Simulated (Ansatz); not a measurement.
## CdSe at a changed volume: Field gradients at the nuclei

The cell is a COD entry, relaxed with PBE at fixed cell and then changed (volume scaled by 1.04, ions relaxed).

```xyz
4
Lattice="4.3556 0.0000 0.0000 -2.1778 3.7720 0.0000 0.0000 0.0000 7.1022" Properties=species:S:1:pos:R:3 pbc="T T T"
Cd    0.0000    2.5147    0.0034
Cd    2.1778    1.2573    3.5545
Se    0.0000    2.5147    2.6727
Se    2.1778    1.2573    6.2238
```

Atom numbers follow the list; atoms alike are taken as one site, whose name carries the number of the first.

Computed with Ansatz: DFT, PBE, plane waves and PAW, scalar-relativistic, 420 eV cutoff, Γ-centred 12×12×6 k-points, Fermi–Dirac smearing 0.02 eV.

C_Q = eQV_zz/h, which is 24.18 MHz for Q = 1 b and V_zz = 10²¹ V/m²; η = (V_xx − V_yy)/V_zz.

```csv
site,atoms (order as listed),first shell,V_zz (10²¹ V/m²),η,C_Q (MHz)
Cd,"1, 2",4 Se at 2.66–2.67 Å,0.16,0.00,–
Se,"3, 4",4 Cd at 2.66–2.67 Å,0.12,0.00,–
```

An axis of threefold or higher order runs through Cd and Se, so V_zz lies along it and η is zero.

Cd, Se have no stable isotope with a ground-state quadrupole moment in the table, so no C_Q is given.

Without spin–orbit coupling (the program notes it for Cd) the gradients can shift somewhat, as the gap is small.

The relaxation (2 steps) took 38 s of wall time (37 s of CPU time) and 0.68 GiB at its peak, on 1 thread of Intel Xeon Platinum 8375C CPU @ 2.90GHz (Ice Lake) (x86_64; 16 cores open to the job, memory cap 3.0 GiB, no GPU), a shared host with a load of 0.3 a core.
